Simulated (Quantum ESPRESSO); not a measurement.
# HfC (Fm-3m) in Quantum ESPRESSO: notebook

The runs below take HfC through phonon dispersion, with PBE, PBEsol.

Program: Quantum ESPRESSO 7.5. These are calculated values, not measurements. Logs are shortened: lines on timing, memory, paths and dates and some standing lists are left out, and cuts for length are marked.

## Step 1: The structure

Symmetry: Fm-3m, No. 225, cubic system. The conventional cell has a = 4.650 Å, b = 4.650 Å, c = 4.650 Å, α = 90.00°, β = 90.00°, γ = 90.00°. Around Hf (site symmetry m-3m) lie 6 C at 2.33 Å. C (site symmetry m-3m) has 6 Hf at 2.33 Å as nearest neighbours.

## Step 2: Phonon dispersion, PBE

pw.in reads:

```
&CONTROL
  calculation = 'scf'
  prefix = 'pwscf'
  outdir = './tmp'
  pseudo_dir = './pseudo'
  tprnfor = .true.
  tstress = .true.
  disk_io = 'low'
/
&SYSTEM
  ibrav = 0
  nat = 2
  ntyp = 2
  ecutwfc = 82
  nbnd = 14
  occupations = 'smearing'
  smearing = 'mv'
  degauss = 0.01469973
/
&ELECTRONS
  conv_thr = 4d-10
  electron_maxstep = 120
  mixing_beta = 0.5
/
ATOMIC_SPECIES
Hf   178.4900 Hf.upf
C     12.0110 C.upf
CELL_PARAMETERS angstrom
   0.0000000000    2.3250000000    2.3250000000
   2.3250000000    0.0000000000    2.3250000000
   2.3250000000    2.3250000000    0.0000000000
ATOMIC_POSITIONS crystal
Hf     0.5000000000    0.5000000000    0.5000000000
C      0.0000000000    0.0000000000    0.0000000000
K_POINTS automatic
8 8 8 0 0 0
```

relax.in reads:

```
&CONTROL
  calculation = 'vc-relax'
  prefix = 'pwscf'
  outdir = './tmp'
  pseudo_dir = './pseudo'
  tprnfor = .true.
  tstress = .true.
  disk_io = 'low'
  nstep = 40
  forc_conv_thr = 0.0001
  etot_conv_thr = 1d-06
/
&SYSTEM
  ibrav = 0
  nat = 2
  ntyp = 2
  ecutwfc = 82
  nbnd = 14
  occupations = 'smearing'
  smearing = 'mv'
  degauss = 0.01469973
/
&ELECTRONS
  conv_thr = 4d-10
  electron_maxstep = 120
  mixing_beta = 0.5
/
&IONS
  ion_dynamics = 'bfgs'
/
&CELL
  cell_dynamics = 'bfgs'
  press = 0
  press_conv_thr = 0.2
/
ATOMIC_SPECIES
Hf   178.4900 Hf.upf
C     12.0110 C.upf
CELL_PARAMETERS angstrom
   0.0000000000    2.3250000000    2.3250000000
   2.3250000000    0.0000000000    2.3250000000
   2.3250000000    2.3250000000    0.0000000000
ATOMIC_POSITIONS crystal
Hf     0.5000000000    0.5000000000    0.5000000000
C      0.0000000000    0.0000000000    0.0000000000
K_POINTS automatic
8 8 8 0 0 0
```

scf2.in reads:

```
&CONTROL
  calculation = 'scf'
  prefix = 'pwscf'
  outdir = './tmp'
  pseudo_dir = './pseudo'
  tprnfor = .true.
  tstress = .true.
  disk_io = 'low'
/
&SYSTEM
  ibrav = 0
  nat = 2
  ntyp = 2
  ecutwfc = 82
  nbnd = 14
  occupations = 'smearing'
  smearing = 'mv'
  degauss = 0.01469973
/
&ELECTRONS
  conv_thr = 1d-13
  electron_maxstep = 120
  mixing_beta = 0.5
  startingpot = 'file'
  startingwfc = 'file'
/
ATOMIC_SPECIES
Hf   178.4900 Hf.upf
C     12.0110 C.upf
CELL_PARAMETERS angstrom
   0.0000000000    2.3260164773    2.3260164773
   2.3260164773    0.0000000000    2.3260164773
   2.3260164773    2.3260164773    0.0000000000
ATOMIC_POSITIONS crystal
Hf     0.5000000000    0.5000000000    0.5000000000
C      0.0000000000    0.0000000000    0.0000000000
K_POINTS automatic
8 8 8 0 0 0
```

ph.in reads:

```
phonon_bands of HfC
&INPUTPH
  prefix = 'pwscf'
  outdir = './tmp'
  tr2_ph = 1d-18
  fildyn = 'dyn'
  niter_ph = 90
  alpha_mix(1) = 0.4
  ldisp = .true.
  nq1 = 2
  nq2 = 2
  nq3 = 2
/
```

q2r.in reads:

```
&INPUT
  fildyn = 'dyn'
  zasr = 'crystal'
  flfrc = 'fc'
/
```

matdyn.in reads:

```
&INPUT
  asr = 'crystal'
  flfrc = 'fc'
  flfrq = 'freq'
  q_in_cryst_coord = .true.
  flvec = ' '
/
80
 0.0000000000  0.0000000000  0.0000000000
 0.0454545455  0.0000000000  0.0454545455
 0.0909090909  0.0000000000  0.0909090909
 0.1363636364  0.0000000000  0.1363636364
 0.1818181818  0.0000000000  0.1818181818
 0.2272727273  0.0000000000  0.2272727273
 0.2727272727  0.0000000000  0.2727272727
 0.3181818182  0.0000000000  0.3181818182
 0.3636363636  0.0000000000  0.3636363636
 0.4090909091  0.0000000000  0.4090909091
 0.4545454545  0.0000000000  0.4545454545
 0.5000000000  0.0000000000  0.5000000000
 0.5000000000  0.0500000000  0.5500000000
 0.5000000000  0.1000000000  0.6000000000
 0.5000000000  0.1500000000  0.6500000000
 0.5000000000  0.2000000000  0.7000000000
 0.5000000000  0.2500000000  0.7500000000
 0.4687500000  0.2812500000  0.7500000000
 0.4375000000  0.3125000000  0.7500000000
 0.4062500000  0.3437500000  0.7500000000
 0.3750000000  0.3750000000  0.7500000000
 0.3461538462  0.3461538462  0.6923076923
 0.3173076923  0.3173076923  0.6346153846
 0.2884615385  0.2884615385  0.5769230769
 0.2596153846  0.2596153846  0.5192307692
 0.2307692308  0.2307692308  0.4615384615
 0.2019230769  0.2019230769  0.4038461538
 0.1730769231  0.1730769231  0.3461538462
 0.1442307692  0.1442307692  0.2884615385
 0.1153846154  0.1153846154  0.2307692308
 0.0865384615  0.0865384615  0.1730769231
 0.0576923077  0.0576923077  0.1153846154
 0.0288461538  0.0288461538  0.0576923077
 0.0000000000  0.0000000000  0.0000000000
 0.0454545455  0.0454545455  0.0454545455
 0.0909090909  0.0909090909  0.0909090909
 0.1363636364  0.1363636364  0.1363636364
 0.1818181818  0.1818181818  0.1818181818
 0.2272727273  0.2272727273  0.2272727273
 0.2727272727  0.2727272727  0.2727272727
 0.3181818182  0.3181818182  0.3181818182
 0.3636363636  0.3636363636  0.3636363636
 0.4090909091  0.4090909091  0.4090909091
 0.4545454545  0.4545454545  0.4545454545
 0.5000000000  0.5000000000  0.5000000000
 0.5178571429  0.4642857143  0.5178571429
 0.5357142857  0.4285714286  0.5357142857
 0.5535714286  0.3928571429  0.5535714286
 0.5714285714  0.3571428571  0.5714285714
 0.5892857143  0.3214285714  0.5892857143
 0.6071428571  0.2857142857  0.6071428571
 0.6250000000  0.2500000000  0.6250000000
 0.5937500000  0.2500000000  0.6562500000
 0.5625000000  0.2500000000  0.6875000000
 0.5312500000  0.2500000000  0.7187500000
 0.5000000000  0.2500000000  0.7500000000
 0.5000000000  0.2750000000  0.7250000000
 0.5000000000  0.3000000000  0.7000000000
 0.5000000000  0.3250000000  0.6750000000
 0.5000000000  0.3500000000  0.6500000000
 0.5000000000  0.3750000000  0.6250000000
 0.5000000000  0.4000000000  0.6000000000
 0.5000000000  0.4250000000  0.5750000000
 0.5000000000  0.4500000000  0.5500000000
 0.5000000000  0.4750000000  0.5250000000
 0.5000000000  0.5000000000  0.5000000000
 0.4861111111  0.4861111111  0.5277777778
 0.4722222222  0.4722222222  0.5555555556
 0.4583333333  0.4583333333  0.5833333333
 0.4444444444  0.4444444444  0.6111111111
 0.4305555556  0.4305555556  0.6388888889
 0.4166666667  0.4166666667  0.6666666667
 0.4027777778  0.4027777778  0.6944444444
 0.3888888889  0.3888888889  0.7222222222
 0.3750000000  0.3750000000  0.7500000000
 0.6250000000  0.2500000000  0.6250000000
 0.5937500000  0.1875000000  0.5937500000
 0.5625000000  0.1250000000  0.5625000000
 0.5312500000  0.0625000000  0.5312500000
 0.5000000000  0.0000000000  0.5000000000
```

matdyn_dos.in reads:

```
&INPUT
  asr = 'crystal'
  flfrc = 'fc'
  dos = .true.
  fldos = 'phdos'
  nk1 = 12
  nk2 = 12
  nk3 = 12
  deltaE = 2
  flvec = ' '
  flfrq = ' '
/
```

matdyn_mesh.in reads:

```
&INPUT
  asr = 'crystal'
  flfrc = 'fc'
  flfrq = 'mesh'
  q_in_cryst_coord = .true.
  flvec = ' '
/
1000
 0.05000000  0.05000000  0.05000000
 0.05000000  0.05000000  0.15000000
 0.05000000  0.05000000  0.25000000
[... 997 further points of the even 10 x 10 x 10 mesh, shifted by half a step ...]
```

Potentials or basis: PseudoDojo 0.4.1 SR PBE standard.

Launch:

```console
OMP_NUM_THREADS=1 pw.x -in pw.in > pw.out
OMP_NUM_THREADS=1 pw.x -in relax.in > relax.out
OMP_NUM_THREADS=1 pw.x -in scf2.in > scf2.out
OMP_NUM_THREADS=1 ph.x -in ph.in > ph.out
OMP_NUM_THREADS=1 q2r.x -in q2r.in > q2r.out
OMP_NUM_THREADS=1 matdyn.x -in matdyn.in > matdyn.out
OMP_NUM_THREADS=1 matdyn.x -in matdyn_dos.in > matdyn_dos.out
OMP_NUM_THREADS=1 matdyn.x -in matdyn_mesh.in > matdyn_mesh.out
```

pw.out:

```text
This program is part of the open-source Quantum ESPRESSO suite
     for quantum simulation of materials; please cite
[... 9 lines left out ...]
     --------------------
     sticks:   dense  smooth     PW     G-vecs:    dense   smooth      PW
     Sum         859     859    253                16889    16889    2741

     Using Slab Decomposition

     bravais-lattice index     =            0
     lattice parameter (alat)  =       6.2135  a.u.
     unit-cell volume          =     169.6272 (a.u.)^3
     number of atoms/cell      =            2
     number of atomic types    =            2
     number of electrons       =        16.00
     number of Kohn-Sham states=           14
     kinetic-energy cutoff     =      82.0000  Ry
     charge density cutoff     =     328.0000  Ry
     scf convergence threshold =      4.0E-10
     mixing beta               =       0.5000
     number of iterations used =            8  plain     mixing
     Exchange-correlation= PBE
                           (   1   4   3   4   0   0   0)

     celldm(1)=   6.213507  celldm(2)=   0.000000  celldm(3)=   0.000000
     celldm(4)=   0.000000  celldm(5)=   0.000000  celldm(6)=   0.000000

     crystal axes: (cart. coord. in units of alat)
               a(1) = (   0.000000   0.707107   0.707107 )
               a(2) = (   0.707107   0.000000   0.707107 )
               a(3) = (   0.707107   0.707107   0.000000 )

     reciprocal axes: (cart. coord. in units 2 pi/alat)
               b(1) = ( -0.707107  0.707107  0.707107 )
               b(2) = (  0.707107 -0.707107  0.707107 )
               b(3) = (  0.707107  0.707107 -0.707107 )

     PseudoPot. # 1 for Hf read from file:
     Hf.upf
     Pseudo is Norm-conserving + core correction, Zval = 12.0
     Generated using ONCVPSP code by D. R. Hamann
     Using radial grid of 1656 points,  8 beta functions with:
                l(1) =   0
                l(2) =   0
                l(3) =   1
                l(4) =   1
                l(5) =   2
                l(6) =   2
                l(7) =   3
                l(8) =   3

     PseudoPot. # 2 for C  read from file:
     C.upf
     Pseudo is Norm-conserving + core correction, Zval =  4.0
     Generated using ONCVPSP code by D. R. Hamann
     Using radial grid of 1248 points,  4 beta functions with:
                l(1) =   0
                l(2) =   0
                l(3) =   1
                l(4) =   1

     atomic species   valence    mass     pseudopotential
     Hf               12.00   178.49000     Hf( 1.00)
     C                 4.00    12.01100     C ( 1.00)

     48 Sym. Ops., with inversion, found

   Cartesian axes

     site n.     atom                  positions (alat units)
         1        Hf     tau(   1) = (   0.7071068   0.7071068   0.7071068  )
         2        C      tau(   2) = (   0.0000000   0.0000000   0.0000000  )

     number of k points=    29  Marzari-Vanderbilt smearing, width (Ry)=  0.0147
                       cart. coord. in units 2pi/alat
        k(    1) = (   0.0000000   0.0000000   0.0000000), wk =   0.0039062
        k(    2) = (   0.0883883   0.0883883  -0.0883883), wk =   0.0312500
        k(    3) = (   0.1767767   0.1767767  -0.1767767), wk =   0.0312500
        k(    4) = (   0.2651650   0.2651650  -0.2651650), wk =   0.0312500
        k(    5) = (  -0.3535534  -0.3535534   0.3535534), wk =   0.0156250
        k(    6) = (   0.1767767   0.0000000   0.0000000), wk =   0.0234375
[... 21 lines left out ...]
        k(   28) = (  -0.7071068   0.1767767  -0.0000000), wk =   0.0468750
        k(   29) = (  -0.7071068   0.3535534   0.0000000), wk =   0.0234375

     Dense  grid:    16889 G-vectors     FFT dimensions: (  36,  36,  36)

     Initial potential from superposition of free atoms

     starting charge      15.9981, renormalised to      16.0000
     Starting wfcs are   14 randomized atomic wfcs

     Self-consistent Calculation

     iteration #  1     ecut=    82.00 Ry     beta= 0.50
     Davidson diagonalization with overlap
     ethr =  1.00E-02,  avg # of iterations =  2.9

     total energy              =    -124.78109008 Ry
     estimated scf accuracy    <       0.60605746 Ry

     iteration #  2     ecut=    82.00 Ry     beta= 0.50
     Davidson diagonalization with overlap
     ethr =  3.79E-03,  avg # of iterations =  2.2
[... 57 lines left out ...]
     total energy              =    -125.01124681 Ry
     estimated scf accuracy    <          7.8E-10 Ry

     iteration # 11     ecut=    82.00 Ry     beta= 0.50
     Davidson diagonalization with overlap
     ethr =  4.85E-12,  avg # of iterations =  2.0

     End of self-consistent calculation

          k = 0.0000 0.0000 0.0000 (  2109 PWs)   bands (ev):

   -45.6790 -14.1169 -14.1169 -14.1169   3.1084  16.4357  16.4357  16.4357
    16.8232  16.8232  16.8232  18.8220  18.8220  22.2162

          k = 0.0884 0.0884-0.0884 (  2118 PWs)   bands (ev):

   -45.6731 -14.2221 -14.1271 -14.1271   3.4938  14.6253  15.1181  15.1181
    17.3826  17.3826  17.7450  20.3814  20.3814  23.0309
[... 83 lines left out ...]
   -45.6272 -14.6723 -14.3804 -14.3256   5.2180  12.4281  13.2253  14.7064
    15.7678  21.5362  21.9974  22.0049  24.6555  24.7950

          k = 0.0000-0.5303 0.5303 (  2141 PWs)   bands (ev):

   -45.6264 -14.6101 -14.4994 -14.2924   5.6571  11.9107  12.6875  13.7743
    17.0087  21.2212  21.6018  23.6494  23.7477  26.5629

          k =-0.7071 0.0000 0.0000 (  2100 PWs)   bands (ev):

   -45.6252 -14.7113 -14.3491 -14.3491   4.9966  12.8164  13.6576  15.3256
    15.3256  20.7433  22.1758  22.1758  23.8559  24.7295

          k = 0.3536 0.1768 0.0000 (  2127 PWs)   bands (ev):

   -45.6482 -14.5153 -14.2782 -14.1892   5.0692  11.5176  13.5979  13.6426
    17.0372  20.4208  20.4362  21.2952  23.8185  26.6151

          k =-0.2652-0.4419 0.6187 (  2126 PWs)   bands (ev):
[... 16 lines left out ...]
   -45.6272 -14.6143 -14.4615 -14.3127   5.7542  11.7511  12.7357  13.3137
    17.8068  20.3547  21.9544  23.0744  24.1416  27.2985

          k = 0.0000-0.3536 0.5303 (  2144 PWs)   bands (ev):

   -45.6291 -14.5900 -14.4896 -14.2742   5.9762  11.1660  12.7315  13.0579
    19.1755  19.3613  21.6815  22.7491  25.0450  27.9483

          k =-0.7071 0.1768-0.0000 (  2142 PWs)   bands (ev):

   -45.6252 -14.6594 -14.4034 -14.3556   5.3365  12.7374  13.0851  13.6980
    16.6805  21.3328  21.8617  22.1827  24.0681  25.8522

          k =-0.7071 0.3536 0.0000 (  2148 PWs)   bands (ev):

   -45.6252 -14.5327 -14.5327 -14.3621   5.7446  12.4251  12.7104  12.7104
    19.1032  19.1032  22.1898  22.5010  23.6869  28.6119

     the Fermi energy is    15.3259 ev

!    total energy              =    -125.01124682 Ry
     estimated scf accuracy    <          3.6E-11 Ry
     smearing contrib. (-TS)   =       0.00015629 Ry
     internal energy E=F+TS    =    -125.01140310 Ry

     The total energy is F=E-TS. E is the sum of the following terms:
     one-electron contribution =      -9.89804707 Ry
     hartree contribution      =      13.14572722 Ry
     xc contribution           =     -32.87150097 Ry
     ewald contribution        =     -95.38758228 Ry

     convergence has been achieved in  11 iterations

     Forces acting on atoms (cartesian axes, Ry/au):

     atom    1 type  1   force =     0.00000000    0.00000000    0.00000000
     atom    2 type  2   force =     0.00000000    0.00000000   -0.00000000

     Total force =     0.000000     Total SCF correction =     0.000000

     Computing stress (Cartesian axis) and pressure

          total   stress  (Ry/bohr**3)                   (kbar)     P=        3.11
   0.00002113  -0.00000000  -0.00000000            3.11       -0.00       -0.00
  -0.00000000   0.00002113  -0.00000000           -0.00        3.11       -0.00
  -0.00000000  -0.00000000   0.00002113           -0.00       -0.00        3.11

=------------------------------------------------------------------------------=
   JOB DONE.
=------------------------------------------------------------------------------=
```

It took 18 min on 1 thread of Arm Neoverse V1, shared host; peak memory 0.08 GiB.

What came out:

```yaml
Free_energy: -1700.8647 eV
Relaxed_volume: 12.58 Å³/atom
Relaxed_cell: a = 3.289 Å, b = 3.289 Å, c = 3.289 Å, α = 60.00°, β = 60.00°, γ = 60.00°
Space_group_after_relaxing_to_0.05_Å: Fm-3m (No. 225)
Pressure_after_relaxing: 0.0 GPa
Band_gap_on_the_k_mesh: none (metal or under the smearing width)
Highest_phonon_frequency: 687 cm⁻¹
Zero-point_energy: 0.066 eV/atom
```

Final structure:
```xyz
2
Lattice="0.0000 2.3260 2.3260 2.3260 0.0000 2.3260 2.3260 2.3260 0.0000" Properties=species:S:1:pos:R:3 pbc="T T T"
Hf    2.3260    2.3260    2.3260
C     0.0000    0.0000    0.0000
```

Phonon frequencies in cm⁻¹ (negative: imaginary):
```
              q point              frequencies
(0.000, 0.000, 0.000)        0 0 0 463 463 463
(0.318, 0.000, 0.318)  144 144 174 510 510 558
(0.500, 0.150, 0.650)  159 167 188 515 529 568
(0.346, 0.346, 0.692)  139 184 193 508 576 583
(0.144, 0.144, 0.288)   87 120 159 487 515 557
(0.091, 0.091, 0.091)     44 44 75 469 469 484
(0.409, 0.409, 0.409)  126 126 230 534 534 671
(0.589, 0.321, 0.589)  138 168 207 514 557 612
(0.500, 0.275, 0.725)  158 179 184 524 559 565
(0.500, 0.450, 0.550)  130 135 234 537 542 678
(0.431, 0.431, 0.639)  135 156 218 522 551 638
(0.562, 0.125, 0.562)  152 164 190 497 514 566
```

Phonon frequencies at the corners of the path (cm⁻¹, interpolated; i marks imaginary ones):
| point | frequencies |
| --- | --- |
| Γ | 0 0 0 463 463 463 |
| X | 155 155 191 493 493 562 |
| W | 162 180 180 526 559 559 |
| K | 144 185 187 505 561 573 |
| L | 129 129 238 540 540 687 |
| U | 144 185 187 505 561 573 |

Phonon states per cell in windows of 50 cm⁻¹ (negative: imaginary):
| from (cm⁻¹) | total | Hf | C |
| --- | --- | --- | --- |
| 0 | 0.01 | 0.01 | 0.00 |
| 50 | 0.12 | 0.12 | 0.00 |
| 100 | 1.22 | 1.22 | 0.01 |
| 150 | 1.20 | 1.20 | 0.00 |
| 200 | 0.45 | 0.45 | 0.00 |
| 250 | 0.00 | 0.00 | 0.00 |
| 300 | 0.00 | 0.00 | 0.00 |
| 350 | 0.00 | 0.00 | 0.00 |
| 400 | 0.00 | 0.00 | 0.00 |
| 450 | 0.17 | 0.01 | 0.16 |
| 500 | 1.62 | 0.01 | 1.61 |
| 550 | 0.73 | 0.00 | 0.73 |
| 600 | 0.40 | 0.00 | 0.40 |
| 650 | 0.08 | 0.00 | 0.08 |

Harmonic thermodynamics per atom at this volume (zero-point energy 65.6 meV, Debye temperature from the second moment 753 K):
```csv
T (K),free energy (meV),entropy (k_B),heat capacity Cv (k_B)
50,65.5,0.13,0.38
100,63.9,0.62,1.03
200,54.3,1.59,1.82
298.15,37.3,2.41,2.29
500,-16.7,3.71,2.70
800,-130.9,5.03,2.87
```

Caveat: the mesh is thin for the phonons of a metal; the q mesh is small, so phonon branches between its points and thermal values are rough. The run has no spin-orbit coupling, so splittings on Hf are missing.

(Part 1 of 2 ends here.)
